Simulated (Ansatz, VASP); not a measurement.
## Ga2O3: VASP beside Ansatz

```
Ga O
1.0
     6.10700   -1.51855    0.00000
     6.10700    1.51855    0.00000
    -1.38599    0.00000    5.63001
Ga O
4 6
Direct
  0.34134 0.34134 0.68598
  0.65866 0.65866 0.31402
  0.90950 0.90950 0.20540
  0.09050 0.09050 0.79460
  0.50410 0.50410 0.74340
  0.49590 0.49590 0.25660
  0.82670 0.82670 0.43680
  0.17330 0.17330 0.56320
  0.83550 0.83550 0.89020
  0.16450 0.16450 0.10980
```

Alike in both runs: task single point; functional PBE; k mesh 9 × 9 × 5; occupations fermi-dirac, width 0.05 eV; no spin polarisation.

|  | VASP | Ansatz |
| --- | --- | --- |
| version | VASP 6.6.1 | Ansatz 0.2.0 |
| potentials or method | VASP PAW PBE potentials, release 64 (Ga_d, O) | Ansatz PAW |
| plane-wave cutoff (eV) | 520 | 420 |
| valence electrons in the cell | 88 | 88 |

|  | VASP | Ansatz | Ansatz less VASP |
| --- | --- | --- | --- |
| gap on the k mesh at the Fermi level (eV) | 2.42 | 2.44 | +0.015 |
| least direct gap on the mesh (eV) | 2.44 | 2.46 | +0.012 |
| pressure (GPa) | 10.2 | 9.6 | -0.64 |
| largest component of the traceless stress (GPa) | 0.77 | 0.67 | -0.102 |
| rms of the force components (eV/Å) | 0.087 | 0.082 | -0.0050 |

Atom by atom the forces differ by 0.010 eV/Å (rms over components).

Caveats: an odd mesh through Γ misses points on the zone boundary, where band edges often lie (VASP); odd divisions of the mesh miss points on the zone boundary, where band edges often lie, so the gap on the mesh can be too wide (Ansatz); the pressure holds a Pulay correction of +0.8 GPa for the finite cutoff (Ansatz). Expect the measured gap to be larger: semilocal functionals such as PBE lack the derivative discontinuity.
